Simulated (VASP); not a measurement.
NiO, 2 atoms in the cell. The structure is cubic, space group Fm-3m (No. 225). The conventional cell has a = 4.172 Å, b = 4.172 Å, c = 4.172 Å, α = 90.00°, β = 90.00°, γ = 90.00°. Around Ni (site symmetry m-3m) lie 6 O at 2.09 Å. O (site symmetry m-3m) has 6 Ni at 2.09 Å as nearest neighbours. 

```yaml
Program: VASP 6.6.1
Task: single point
Functional: PBE
Potentials_or_basis: VASP PAW PBE potentials, release 64 (Ni, O)
Cutoff: 520 eV
k_mesh: 14 × 14 × 14
Occupations: gaussian, width 0.02 eV
Spin: collinear spin, ferromagnetic start
Starting_moments: "[2.0, 0.0] μB"
Further_INCAR_settings: ALGO = Normal; EDIFF = 1e-07; NBANDS = 19
```

Potentials or basis: VASP PAW PBE potentials, release 64 (Ni, O).

Command:

```sh
$ cat potpaw_PBE.64/Ni/POTCAR potpaw_PBE.64/O/POTCAR > POTCAR
$ mpirun -np 1 vasp_std > vasp.out
```

Hardware: 1 thread of Intel(R) Xeon(R) Platinum 8488C (Sapphire Rapids), with other jobs on the host.

Task: How long does it take, and how much memory?

Result: Run time: 40 s on 1 thread of Intel(R) Xeon(R) Platinum 8488C (Sapphire Rapids) (shared host), peak memory 0.19 GiB. Counts: scf iterations 17, k points 104.
